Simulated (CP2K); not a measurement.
Crystal: BeS.

```xyz
2
Lattice="3.4295 0.0000 0.0000 1.7147 2.9700 0.0000 1.7147 0.9900 2.8001" Properties=species:S:1:pos:R:3 pbc="T T T"
S     5.1442    2.9700    2.1001
Be    0.0000    0.0000    0.0000
```

Program: CP2K 2026.2. Alike in all runs: task band structure; no spin polarisation; cell as given; k mesh 9 × 9 × 9.

Order these runs on this cell by their pressure, lowest first.
A. level LDA; potentials or basis GTH_POTENTIALS S GTH-PADE-q6, Be GTH-PADE-q4; TZVP-MOLOPT-PBE-GTH basis; smearing fermi-dirac 0.0259 eV; NGRIDS 4; points a segment of the path (NPOINTS) 8; bands added on the path 2
B. level PBE; potentials or basis POTENTIAL_UZH S GTH-PBE-q6, Be GTH-PBE-q4; TZVP-MOLOPT-PBE-GTH basis; smearing fermi-dirac 0.0259 eV; NGRIDS 5; points a segment of the path (NPOINTS) 6; bands added on the path 2
C. level PBEsol; potentials or basis POTENTIAL_UZH S GTH-PBE-q6, Be GTH-PBE-q4; TZVP-MOLOPT-PBE-GTH basis; smearing fermi-dirac 0.05 eV; NGRIDS 5; points a segment of the path (NPOINTS) 10; bands added on the path 6

A (-1.8 GPa), C (1.0 GPa), B (2.8 GPa).

Caveats: the basis of atomic orbitals isn't converged, which shifts pressures, moduli and gaps; the potentials were made for another functional, which shifts forces and pressure (some runs).
